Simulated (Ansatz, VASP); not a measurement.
Given: the input of a run of Ansatz 0.2.0 on Nb.

File input.yaml:

```yaml
crystal:
  lattice:
    - [0.0, 2.115, 2.115]
    - [2.115, 0.0, 2.115]
    - [2.115, 2.115, 0.0]
  atoms:
    - { symbol: Nb, position: [0.0, 0.0, 0.0] }
hamiltonian:
  xc: revpbe
  pseudopotentials: { kind: paw }
  dispersion: d3bj
kpoints:
  mp_grid: { grid: [11, 11, 11] }
scf:
  occupations: { method: fermi_dirac, width: 0.05 }
output:
  forces: true
  stress: true
  eigenvalues: true
relax:
  f_tol: 0.01
  max_steps: 40
  cell: { stress_tol: 0.05 }
```

Potentials or basis: Ansatz PAW.

Launch:

```sh
$ ansatz run input.yaml --threads 2 --pin off --max-ram 5632MiB --backend cpu --events-out ev --progress --plain --runs-dir out
```

**Question.** Translate it to VASP 6.6.1. Potentials there: VASP PAW PBE potentials, release 64 (Nb_sv).

**Answer.** As run (the cutoff follows the program's own potentials):

File INCAR:

```
PREC = Accurate
ENCUT = 600
EDIFF = 1E-6
ISMEAR = -1
SIGMA = 0.05
LREAL = False
LASPH = True
NELM = 100
ALGO = Fast
ISIF = 3
LWAVE = False
LCHARG = False
GGA = RE
IVDW = 12
IBRION = 2
NSW = 60
EDIFFG = -0.01
```

KPOINTS

```
Automatic mesh
0
Gamma
  11 11 11
```

The input POSCAR:

```
Nb
1.0
    0.0000000000      2.1150000000      2.1150000000
    2.1150000000      0.0000000000      2.1150000000
    2.1150000000      2.1150000000      0.0000000000
Nb
1
Direct
    0.0000000000      0.0000000000      0.0000000000
```

Potentials or basis: VASP PAW PBE potentials, release 64 (Nb_sv).

The run is started by

```sh
$ cat potpaw_PBE.64/Nb_sv/POTCAR > POTCAR
$ mpirun -np 1 vasp_std > vasp.out
```

Both were run:

|  | VASP | Ansatz | Ansatz less VASP |
| --- | --- | --- | --- |
| gap on the k mesh at the Fermi level, each at its own relaxed structure (eV) | none | none | - |
| relaxed volume (Å³/atom) | 17.57 | 17.62 | +0.046 |
| relaxed cell length with the largest relative difference (Å) | 2.918 | 2.921 | +0.0025 |
| energy change over the relaxation (meV/atom) | -52 | -49 | +2.9 |

A gap of «none» marks a metal or a gap that the smearing closes.

Caveats: pairwise dispersion overbinds metals, which lowers pressure and volume; the PAW data sets were made with another functional, which shifts forces and pressure a little (VASP); the plane-wave basis is chosen anew once the cell has moved, so the energies of steps on either side of that aren't comparable (Ansatz); the PAW data sets come from PBE, with cores solved anew for the run's functional, which leaves a small shift of forces and pressure (Ansatz).
